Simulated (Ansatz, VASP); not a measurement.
Two plane-wave programs on HfN

INCAR

```
SYSTEM = HfN
PREC = Accurate
ENCUT = 600
EDIFF = 1E-6
ISMEAR = -1
SIGMA = 0.02
LREAL = .False.
LASPH = .True.
NELM = 80
ALGO = Normal
ISIF = 3
LWAVE = .False.
LCHARG = .False.
GGA = PE
IBRION = 2
NSW = 70
EDIFFG = -0.005
```

KPOINTS

```
regular mesh
0
Gamma
  11 11 11
  0 0 0
```

The input POSCAR:

```
HfN
1.0
    0.0000000000      2.2560000000      2.2560000000
    2.2560000000      0.0000000000      2.2560000000
    2.2560000000      2.2560000000      0.0000000000
Hf N
1 1
Direct
    0.0000000000      0.0000000000      0.0000000000
    0.5000000000      0.5000000000      0.5000000000
```

Input for Ansatz:

```yaml
crystal:
  lattice:
    - [0.0, 2.256, 2.256]
    - [2.256, 0.0, 2.256]
    - [2.256, 2.256, 0.0]
  atoms:
    - { symbol: Hf, position: [0.0, 0.0, 0.0] }
    - { symbol: "N", position: [0.5, 0.5, 0.5] }
kpoints:
  mp_grid: { grid: [11, 11, 11] }
scf:
  occupations: { method: fermi_dirac, width: 0.02 }
hamiltonian:
  xc: pbe
  pseudopotentials: { kind: paw }
output:
  forces: true
  stress: true
relax:
  f_tol: 0.005
  max_steps: 50
  cell: {}
```

Alike in both runs: task relaxation of cell and atoms; functional PBE; k mesh 11 × 11 × 11; occupations fermi-dirac, width 0.02 eV; no spin polarisation.

|  | VASP | Ansatz |
| --- | --- | --- |
| version | VASP 6.6.1 | Ansatz 0.2.0 |
| potentials or method | VASP PAW PBE potentials, release 64 (Hf_pv, N) | PAW with Ansatz's default frozen-core files, scalar-relativistic |
| plane-wave cutoff (eV) | 600 | 420 |
| valence electrons in the cell | 15 | 31 |

|  | VASP | Ansatz | Ansatz less VASP |
| --- | --- | --- | --- |
| relaxed volume (Å³/atom) | 11.65 | 11.76 | +0.106 |
| relaxed cell length with the largest relative difference (Å) | 3.206 | 3.216 | +0.0097 |
| energy change over the relaxation (meV/atom) | -2 | -6 | -3.5 |

The two sets of potentials don't hold the same shells in valence.

Spin-orbit coupling is left out, which matters for the levels of Hf. Zero-point motion and thermal expansion aren't in these numbers. PBE usually gives volumes a little too large and moduli too small.
